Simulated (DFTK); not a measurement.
# Na in DFTK: convergence with cutoff

Crystal: Na.

```
Na
1.0
    -2.14100    2.14100    2.14100
     2.14100   -2.14100    2.14100
     2.14100    2.14100   -2.14100
Na
1
Direct
  0.00000 0.00000 0.00000
```

- Program: DFTK 0.8.2
- Task: convergence study
- Functional: PBEsol
- Potentials or basis: SG15 1.2 (PBE)
- Cutoff: 327 eV
- k mesh: 5 × 5 × 5
- Occupations: fermi-dirac, width 0.02 eV
- Spin: no spin polarisation

These are the settings of the first run; the series varies cutoff, with any setting tied to it.

Hardware: 1 thread of Intel(R) Xeon(R) Platinum 8259CL CPU @ 2.50GHz (Skylake/Cascade Lake) (shared host).

```csv
cutoff,"energy less the tightest run, at zero smearing (meV/atom)",pressure (GPa),SCF cycles
326.537 eV,8900.58,-147.71,9
435.382 eV,845.66,-24.91,9
517.016 eV,118.00,-3.85,11
653.073 eV,44.91,-0.62,11
816.342 eV,24.87,-0.73,12
952.399 eV,11.01,-0.67,13
1142.88 eV,2.12,-0.53,11
1387.78 eV,0.00,-0.47,12
```

Against the tightest run, the pressure stays within 0.1 GPa from 1142.88 eV on. Not settled before the last step: the energy (to 1 meV/atom). The tightest run that finished is the yardstick and may itself not be fully converged.

Caveat, for the tightest run too: the k mesh is coarse (spacing up to 0.42 Å⁻¹), so the values aren't converged; the potentials were made for another functional, which shifts forces and pressure.
